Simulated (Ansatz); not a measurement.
A 2-atom cell of SrTe (Fm-3m) from a materials database (r2SCAN geometry), in Ansatz:

```
Sr Te
1.0
     0.00000    3.35266    3.35266
     3.35266    0.00000    3.35266
     3.35266    3.35266    0.00000
Sr Te
1 1
Direct
  0.00000 0.00000 0.00000
  0.50000 0.50000 0.50000
```

G0W0@PBE with 558 empty bands, a screening cutoff of 220 eV and a 4×4×4 mesh (PAW, contour deformation) gives 2.943 eV over the mesh points, from a PBE gap of 1.762 eV; it sums over 571 bands with 537 plane waves in the screening and a wave cutoff of 420 eV. G0W0 values are finite-basis, finite-mesh values. Spin-unpolarised throughout; all numbers are computed.

Q: Estimate the gap with empty bands 1025, screening cutoff 300 eV.

A: 2.965 eV (+0.022 eV), from a Kohn-Sham gap of 1.762 eV.

Q: Another run gave a Kohn-Sham gap of 1.765 eV and a G0W0 gap of 2.926 eV, summing over 571 bands with 537 plane waves in the screening and a wave cutoff of 1120 eV. What was changed?

A: Potentials of the kind norm-conserving. The wave cutoff gives it away.

Q: Estimate the gap with mesh 6×6×6, empty bands 122, screening cutoff 80 eV.

A: 2.784 eV (-0.159 eV), from a Kohn-Sham gap of 1.769 eV.

Spin-orbit coupling is left out, which matters wherever the heavy atoms make up the band edges.
